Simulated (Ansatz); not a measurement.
## Relaxing Te₂Mo

Theory: DFT PBEsol, scalar-relativistic, plane waves, PAW (Ansatz). (420 eV cutoff, 12×12×2 k-mesh, Gaussian smearing of 0.02 eV, no spin polarisation)

What was changed: strain along c alone, the other axes held, atoms relaxed: -3.0 %.

Command:

```bash
ansatz run input.yaml --threads 1 --pin off --max-ram 2560MiB --backend cpu --events-out ev --progress --plain --runs-dir out
```

Input:

```yaml
crystal:
  lattice:
    - [3.4910750445, 0.0, 0.0]
    - [-1.7455375222, 3.023359675, 0.0]
    - [0.0, 0.0, 17.0006311357]
  atoms:
    - { symbol: Te, position: [0.3333333333, 0.6666666667, 0.8955385598] }
    - { symbol: Te, position: [0.3333333333, 0.6666666667, 0.1044614402] }
    - { symbol: Mo, position: [0.0, 0.0, 0.0] }
basis:
  ecutwfc: 420
kpoints:
  mp_grid: { grid: [12, 12, 2] }
hamiltonian:
  xc: pbesol
scf:
  occupations: { method: gaussian, width: 0.02 }
output:
  forces: true
  stress: true
  eigenvalues: true
relax:
  adjacent_minimum: "off"
  f_tol: 0.008
  max_steps: 40
```

F is the free energy.

At step 2 the energy rises: a step can overshoot before the optimiser corrects it.

Steps:

```csv
step,F − F(1) (eV),largest force component (eV/Å)
1,0.0000,0.402
2,0.0769,1.033
3,-0.0108,0.043
4,-0.0109,0.000
5,-0.0109,0.000
```

Relaxed structure:

```xyz
3
Lattice="3.4911 0.0000 0.0000 -1.7455 3.0234 0.0000 0.0000 0.0000 17.0006" Properties=species:S:1:pos:R:3 pbc="T T T"
Te    0.0000    2.0156   15.1973
Te    0.0000    2.0156    1.8034
Mo    0.0000    0.0000    0.0000
```

It takes space group P-6m2 (No. 187, hexagonal). Conventional cell: a = 3.491 Å, b = 3.491 Å, c = 17.001 Å, α = 90.00°, β = 90.00°, γ = 120.00°. Around Te (site symmetry 3m) lie 3 Mo at 2.70 Å. Mo (site symmetry -6m2) has 6 Te at 2.70 Å as nearest neighbours.

The run converged. Time: 32 s on 1 thread of Intel(R) Xeon(R) Platinum 8559C (Emerald Rapids) (shared host), peak memory 0.54 GiB.